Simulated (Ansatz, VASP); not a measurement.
**Two plane-wave programs on Ti**

```
Ti
1.0
     0.00000    2.03439    2.03439
     2.03439    0.00000    2.03439
     2.03439    2.03439    0.00000
Ti
1
Cartesian
  0.0000 0.0000 0.0000
```

Alike in both runs: task single point; functional r2SCAN; k mesh 18 × 18 × 18; occupations gaussian, width 0.1 eV; no spin polarisation.

|  | VASP | Ansatz |
| --- | --- | --- |
| version | VASP 6.6.1 | Ansatz 0.2.0 |
| potentials or method | VASP PAW PBE potentials, release 64 (Ti_sv) | scalar-relativistic, plane waves, PAW |
| plane-wave cutoff (eV) | 520 | 500 |
| valence electrons in the cell | 12 | 12 |

|  | VASP | Ansatz | Ansatz less VASP |
| --- | --- | --- | --- |
| gap on the k mesh at the Fermi level (eV) | none | none | - |
| pressure (GPa) | 4.0 | 3.6 | -0.43 |

A gap of «none» marks a metal or a gap that the smearing closes.

Caveats: the PAW data sets were made with another functional, which shifts forces and pressure a little (VASP).
